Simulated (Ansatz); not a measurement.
SnO: course of a relaxation

All numbers below come from DFT PBEsol, scalar-relativistic, plane waves, PAW (Ansatz). (420 eV cutoff, 10×10×4 k-mesh, Gaussian smearing of 0.10 eV, no spin polarisation)

What was changed: relaxed at 3 GPa.

Command:

```bash
ansatz run input.yaml --threads 2 --pin off --max-ram 5120MiB --backend cpu --events-out ev --progress --plain --runs-dir out
```

Input:

```yaml
crystal:
  lattice:
    - [2.6656781906, -2.6656779678, 0.0]
    - [2.6656781906, 2.6656779678, 0.0]
    - [0.0, 0.0, 9.4132574846]
  atoms:
    - { symbol: Sn, position: [0.7500077539, 0.2499922461, 0.8712316862] }
    - { symbol: Sn, position: [0.2499922461, 0.7500077539, 0.1287683138] }
    - { symbol: Sn, position: [0.7499922461, 0.2500077539, 0.3712316862] }
    - { symbol: Sn, position: [0.2500077539, 0.7499922461, 0.6287683138] }
    - { symbol: O, position: [0.2499958231, 0.2500041769, 0.25] }
    - { symbol: O, position: [0.7500041769, 0.7499958231, 0.75] }
    - { symbol: O, position: [0.2500041769, 0.2499958231, 0.75] }
    - { symbol: O, position: [0.7499958231, 0.7500041769, 0.25] }
basis:
  ecutwfc: 420
kpoints:
  mp_grid: { grid: [10, 10, 4] }
hamiltonian:
  xc: pbesol
scf:
  occupations: { method: gaussian, width: 0.1 }
output:
  forces: true
  stress: true
  eigenvalues: true
relax:
  adjacent_minimum: "off"
  f_tol: 0.008
  max_steps: 50
  cell: { stress_tol: 0.08, p_target: 3.0 }
```

F is the free energy. Steps run on the plane waves of an earlier cell, but the last one, and at times one on the way, on a freshly chosen basis, so a repeated geometry can differ a little in energy. The relaxation lowers the enthalpy F + PV at the target pressure, so F itself can rise.

Steps:

| step | F − F(1) (eV) | largest force component (eV/Å) | V (Å³/atom) | P (GPa) |
| --- | --- | --- | --- | --- |
| 1 | 0.0000 | 0.405 | 16.722 | 2.93 |
| 2 | 0.1463 | 0.487 | 15.532 | 3.59 |
| 3 | 0.0148 | 0.002 | 16.191 | 2.93 |
| 4 | 0.0247 | 0.028 | 16.090 | 3.04 |
| 5 | 0.0223 | 0.006 | 16.103 | 2.95 |
| 6 | 0.0346 | 0.004 | 16.103 | 2.81 |
| 7 | 0.0418 | 0.000 | 16.042 | 3.00 |
| 8 | 0.0433 | 0.000 | 16.042 | 2.98 |

Relaxed structure:

```yaml
crystal:
  lattice:
    - [2.66170, -2.66170, 0.00000]
    - [2.66170, 2.66170, 0.00000]
    - [0.00000, 0.00000, 9.05714]
  atoms:
    - { symbol: Sn, position: [0.75000, 0.25000, 0.87756] }
    - { symbol: Sn, position: [0.25000, 0.75000, 0.12244] }
    - { symbol: Sn, position: [0.75000, 0.25000, 0.37756] }
    - { symbol: Sn, position: [0.25000, 0.75000, 0.62244] }
    - { symbol: O, position: [0.25000, 0.25000, 0.25000] }
    - { symbol: O, position: [0.75000, 0.75000, 0.75000] }
    - { symbol: O, position: [0.25000, 0.25000, 0.75000] }
    - { symbol: O, position: [0.75000, 0.75000, 0.25000] }
```

Symmetry: P4/nmm, No. 129, tetragonal system. The conventional cell has a = 3.764 Å, b = 3.764 Å, c = 4.529 Å, α = 90.00°, β = 90.00°, γ = 90.00°. Sn (site symmetry 4mm) is surrounded by 4 O at 2.21 Å. Around O (site symmetry -4m2) lie 4 Sn at 2.21 Å.

The run converged. Time: 5.3 min on 2 threads of AMD EPYC (Zen 3), on a shared host, peak memory 0.74 GiB.